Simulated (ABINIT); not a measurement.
Crystal: CdF2.

```xyz
3
Lattice="0.0000 2.6940 2.6940 2.6940 0.0000 2.6940 2.6940 2.6940 0.0000" Properties=species:S:1:pos:R:3 pbc="T T T"
Cd    0.0000    0.0000    0.0000
F     4.0410    4.0410    4.0410
F     1.3470    1.3470    1.3470
```

Program: ABINIT 10.8.3 (patched build). Alike in all runs: no spin polarisation; cell as given; cutoff (eV) 626; smearing fermi-dirac 0.05 eV. Hardware: 1 thread of Arm Neoverse V1 (shared host).

Order these runs on this cell by their wall time, lowest first.
A. task single point; level PBEsol; potentials or basis JTH PAW PBE v2.0; k mesh 4 × 4 × 4; mesh quality coarse
B. task single point; level LDA; potentials or basis JTH PAW LDA v2.0; k mesh 12 × 12 × 12; mesh quality not flagged
C. task band structure; level BP86; potentials or basis JTH PAW PBE v2.0; k mesh 9 × 9 × 9; mesh quality not flagged

A (15 s), B (63 s), C (140 s).

Caveats: some runs use coarse meshes.

Not every run made on this cell is shown here.
